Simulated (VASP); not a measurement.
Input of a VASP 6.6.1 run:

The input INCAR:

```
SYSTEM = LiTaO2
PREC = Accurate
ENCUT = 520
EDIFF = 1E-7
ISMEAR = -1
SIGMA = 0.05
LREAL = .False.
LASPH = .True.
NELM = 80
ALGO = Normal
ISIF = 2
LWAVE = .False.
LCHARG = .False.
GGA = PE
NBANDS = 21
```

KPOINTS

```
regular mesh
0
Gamma
  11 11 5
  0 0 0
```

Contents of POSCAR:

```
LiTaO2
1.0
    2.8544000000      0.0000000000      0.0000000000
   -1.4272000000      2.4719800000      0.0000000000
    0.0000000000      0.0000000000      5.5729400000
Li Ta O
1 1 2
Direct
    0.0000000000      0.0000000000      0.5000000000
    0.0000000000      0.0000000000      0.0000000000
    0.6666700000      0.3333300000      0.2553500000
    0.3333300000      0.6666700000      0.7446500000
```

Potentials or basis: VASP PAW PBE potentials, release 64 (Li_sv, Ta_pv, O).

Launch:

```console
$ cat potpaw_PBE.64/Li_sv/POTCAR potpaw_PBE.64/Ta_pv/POTCAR potpaw_PBE.64/O/POTCAR > POTCAR
$ mpirun -np 1 vasp_std > vasp.out
```

Predict the largest force.

0.063 eV/Å.

Predict the band gap on the k mesh.

none (metal or under the smearing width).

Forces on the atoms (eV/Å):
```
Li   0.000  0.000  0.000
Ta   0.000  0.000  0.000
O    0.000  0.000  0.063
O    0.000  0.000 -0.063
```

 Spin-orbit coupling is left out, which matters for the levels of Ta.
